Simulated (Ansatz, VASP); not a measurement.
**Na: VASP beside Ansatz**

Contents of INCAR:

```
  PREC = Accurate
  ENCUT = 600
  EDIFF = 1E-7
  ISMEAR = -1
  SIGMA = 0.05
  LREAL = False
  LASPH = True
  NELM = 100
  ALGO = Normal
  ISIF = 3
  LWAVE = False
  LCHARG = False
  GGA = PE
  IBRION = 2
  NSW = 100
  EDIFFG = -0.005
```

The input KPOINTS:

```
Automatic mesh
0
Gamma
  10 10 6
```

Contents of POSCAR:

```
Na
1.0
    3.6901008715      0.0000000000      0.0000000000
   -1.8450504358      3.1957210973      0.0000000000
    0.0000000000      0.0000000000      6.0283729130
Na
2
Direct
    0.3333333333      0.6666666667      0.2500000000
    0.6666666667      0.3333333333      0.7500000000
```

Input for Ansatz:

```yaml
crystal:
  lattice:
    - [3.6901008715, 0.0, 0.0]
    - [-1.8450504358, 3.1957210973, 0.0]
    - [0.0, 0.0, 6.028372913]
  atoms:
    - { symbol: Na, position: [0.3333333333, 0.6666666667, 0.25] }
    - { symbol: Na, position: [0.6666666667, 0.3333333333, 0.75] }
kpoints:
  mp_grid: { grid: [10, 10, 6] }
scf:
  occupations: { method: fermi_dirac, width: 0.05 }
hamiltonian:
  xc: pbe
  pseudopotentials: { kind: all_electron, lapw: { basis_error: 0.001 } }
output:
  forces: true
  stress: true
relax:
  f_tol: 0.005
  max_steps: 80
  cell: {}
```

Alike in both runs: task relaxation of cell and atoms; functional PBE; k mesh 10 × 10 × 6; occupations fermi-dirac, width 0.05 eV; no spin polarisation.

|  | VASP | Ansatz |
| --- | --- | --- |
| version | VASP 6.6.1 | Ansatz 0.2.0 |
| potentials or method | VASP PAW PBE potentials, release 64 (Na_pv) | all-electron LAPW, scalar-relativistic |
| plane-wave cutoff (eV) | 600 | see its input |

```tsv
	VASP	Ansatz	Ansatz less VASP
relaxed volume (Å³/atom)	37.11	37.05	-0.053
relaxed cell length with the largest relative difference (Å)	6.046	6.060	+0.0137
energy change over the relaxation (meV/atom)	-2	-2	-0.1
```

Ansatz ran all-electron here, so the differences hold the error of VASP's frozen core and of both bases.

PBE usually gives volumes a little too large and moduli too small. Zero-point motion and thermal expansion aren't in these numbers.
